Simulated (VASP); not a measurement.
# Mg (P6_3/mmc) in VASP: a series of runs, part 2 of 2

VASP 6.6.1. Earlier steps stand in the parts before.

## Step 6: Single point, PBE

INCAR reads:

```
SYSTEM = Mg
ALGO = Normal
EDIFF = 1E-7
ENCUT = 520
GGA = PE
ISIF = 2
ISMEAR = 0
LASPH = .TRUE.
LCHARG = .FALSE.
LREAL = .FALSE.
LWAVE = .FALSE.
NBANDS = 9
NELM = 100
PREC = Accurate
SIGMA = 0.020999999999999998
```

KPOINTS reads:

```
k-points
0
G
  10 10 5
  0 0 0
```

POSCAR reads:

```
Mg
1.0
    3.2093000000      0.0000000000      0.0000000000
   -1.6046500000      2.7793353284      0.0000000000
    0.0000000000      0.0000000000      5.2103000000
Mg
2
Direct
    0.6666666667      0.3333333333      0.7500000000
    0.3333333333      0.6666666667      0.2500000000
```

Potentials or basis: VASP PAW PBE potentials, release 64 (Mg).

The run is started by

```
cat potpaw_PBE.64/Mg/POTCAR > POTCAR
mpirun -np 1 vasp_std > vasp.out
```

OUTCAR:

```text
SYSTEM = Mg
   EDIFF = 1E-7
   ENCUT = 520
   GGA = PE
   ISIF = 2
   ISMEAR = 0
   LASPH = .TRUE.
   LREAL = .FALSE.
   NELM = 100
   PREC = Accurate

 ion  position               nearest neighbor table
   1  0.667  0.333  0.750-   2 3.20   2 3.20   2 3.20   2 3.20   2 3.20   2 3.20
   2  0.333  0.667  0.250-   1 3.20   1 3.20   1 3.20   1 3.20   1 3.20   1 3.20

  LATTYP: Found a hexagonal cell.
 ALAT       =     3.2093000000
 C/A-ratio  =     1.6235004518

  Lattice vectors:

 A1 = (   3.2093000000,   0.0000000000,   0.0000000000)
 A2 = (  -1.6046500000,   2.7793353284,   0.0000000000)
 A3 = (   0.0000000000,   0.0000000000,   5.2103000000)

Analysis of symmetry for initial positions (statically):
=====================================================================
 Subroutine PRICEL returns:
 Original cell was already a primitive cell.

 Routine SETGRP: Setting up the symmetry group for a
 hexagonal supercell.

 Subroutine GETGRP returns: Found 24 space group operations
 (whereof 12 operations were pure point group operations)
 out of a pool of 24 trial point group operations.

The static configuration has the point symmetry D_3d.
 The point group associated with its full space group is D_6h.

Analysis of symmetry for dynamics (positions and initial velocities):
=====================================================================
 Subroutine PRICEL returns:
 Original cell was already a primitive cell.

 Routine SETGRP: Setting up the symmetry group for a
 hexagonal supercell.

 Subroutine GETGRP returns: Found 24 space group operations
 (whereof 12 operations were pure point group operations)
 out of a pool of 24 trial point group operations.

The dynamic configuration has the point symmetry D_3d.
 The point group associated with its full space group is D_6h.

 Subroutine INISYM returns: Found 24 space group operations
 (whereof 12 operations are pure point group operations),
 and found     1 'primitive' translations

[... 117 lines left out ...]
  Thomas-Fermi vector in A             =   1.812866
   LORBIT       =      0    0 simple, 1 ext, 2 COOP (PROOUT), +10 PAW based schemes
   GGA     = PE    functional components
   LHFCALC =     F    Hartree Fock is set to
   AEXX    =    0.0000 exact exchange contribution
   IVDW    =     0    specifies the selected vdW correction
   LEPSILON=     F    determine dielectric tensor
   LRPA    =     F    only Hartree local field effects (RPA)
 non-spin polarized calculation
 Gauss-broadening in eV      SIGMA  =   0.02
  energy-cutoff  :      520.00
  volume of cell :       46.47
 maximum number of plane-waves:      1277
 NGX is ok and might be reduce to    24
   NGX = 11   NGY = 11   NGZ = 19

 number of electron       4.0000000 magnetization

 Free energy of the ion-electron system (eV)
  ---------------------------------------------------
  ext. energy  EPLUGINS =         0.00000000
  ---------------------------------------------------
  free energy    TOTEN  =        -2.99922778 eV

  energy without entropy =       -2.99859034  energy(sigma->0) =       -2.99890906

 E-fermi :   2.5626     XC(G=0):  -8.4539

 val. band max:        2.5505051572   @ k =   0.4000   0.1000   0.4000
 cond. band min:       2.6092336634   @ k =   0.2000   0.1000   0.0000
 fundamental gap:      0.0587285062
 Fermi energy:         2.5626239567

 k-point     1 :       0.0000    0.0000    0.0000
  band No.  band energies     occupation
      1      -4.3093      2.00000
      2       0.9089      2.00000
      3       1.3256      2.00000
      4      13.4381      0.00000
      5      13.4381      0.00000
      6      13.5279      0.00000
      7      13.5279      0.00000
      8      14.3315      0.00000
      9      15.8832      0.00000
[... 265 lines left out ...]
 k-point    24 :       0.4000    0.1000    0.2000
  band No.  band energies     occupation
      1      -0.0818      2.00000
      2       1.7185      2.00000
      3       3.1685      0.00000
      4       4.9000      0.00000
      5       6.8409      0.00000
      6       7.8182      0.00000
      7       9.3083      0.00000
      8      10.5781      0.00000
      9      13.0329      0.00000

 [... further k-points ...]
[... 5 lines left out ...]
  --------------------------------------------------------------------------------------
  -------------------------------------------------------------------------------------
  Total       -0.2349209     -0.2349209     -0.0275385      0.0000000     -0.0000000      0.0000000
  in kB       -8.0987559     -8.0987559     -0.9493723      0.0000000     -0.0000000      0.0000000
  external PRESSURE =      -5.7156280 kB  Pullay stress =       0.0000000 kB

 VOLUME and BASIS-vectors are now :
 -----------------------------------------------------------------------------
  energy-cutoff  :      520.00
  volume of cell :       46.47
      direct lattice vectors                 reciprocal lattice vectors
     3.209300000  0.000000000  0.000000000     0.311594429  0.179899127  0.000000000
    -1.604650000  2.779335328  0.000000000     0.000000000  0.359798255  0.000000000
     0.000000000  0.000000000  5.210300000     0.000000000  0.000000000  0.191927528

 POSITION                                       TOTAL-FORCE (eV/Angst)
 -----------------------------------------------------------------------------------
      1.60465      0.92645      3.90773         0.000000      0.000000      0.000000
     -0.00000      1.85289      1.30258        -0.000000     -0.000000      0.000000
 -----------------------------------------------------------------------------------
    total drift:                                0.000000     -0.000000      0.000000

  FREE ENERGIE OF THE ION-ELECTRON SYSTEM (eV)
  ---------------------------------------------------
  free  energy   TOTEN  =        -2.9992277782 eV

  energy  without entropy=       -2.9985903397  energy(sigma->0) =       -2.99890906
```

Wall time 5.1 s (1 thread of Intel Xeon 6975P-C (Granite Rapids), shared host); peak memory 0.15 GiB.

Results:

```yaml
Free_energy: -2.9992 eV
Pressure: -0.6 GPa
Band_gap_on_the_k_mesh: none (metal or under the smearing width)
```

Stress tensor (GPa, compression positive):
```
-0.81  0.00  0.00
 0.00 -0.81  0.00
 0.00  0.00 -0.09
```

## Step 7: For comparison

An earlier run on the cell as given: functional PBE; potentials or basis VASP PAW PBE potentials, release 64 (Mg); cutoff 520 eV; k mesh 10 × 10 × 5; occupations fermi-dirac, width 0.05 eV; no spin polarisation.

* Pressure: -0.5 GPa
* Band gap on the k mesh: none (metal or under the smearing width)

## Step 8: Summary

```csv
task,level,potentials or basis,cell,cutoff (eV),smearing,gap on the mesh (eV),pressure (GPa),relaxed volume (Å³/atom)
relaxation of cell and atoms,PBE,"VASP PAW PBE potentials, release 64 (Mg)",relaxed,600,fermi-dirac 0.05 eV,none,0.0,22.93
relaxation of cell and atoms,LDA,"VASP PAW LDA potentials, release 64 (Mg)",relaxed,600,fermi-dirac 0.05 eV,none,0.1,21.43
relaxation of cell and atoms,PBEsol,"VASP PAW PBE potentials, release 64 (Mg)",relaxed,600,fermi-dirac 0.05 eV,none,0.0,22.55
relaxation of cell and atoms,RPBE,"VASP PAW PBE potentials, release 64 (Mg)",relaxed,600,fermi-dirac 0.05 eV,none,0.0,23.65
single point,PBE,"VASP PAW PBE potentials, release 64 (Mg)",as given,520,gaussian 0.021 eV,none,-0.6,-
single point,PBE,"VASP PAW PBE potentials, release 64 (Mg)",as given,520,fermi-dirac 0.05 eV,none,-0.5,-
```

Alike in all rows: no spin polarisation; k mesh 10 × 10 × 5.

Caveats: the PAW data sets were made with another functional, which shifts forces and pressure a little (some runs).

Total energies depend on the potentials used, so only differences within one code and one set of settings carry meaning.
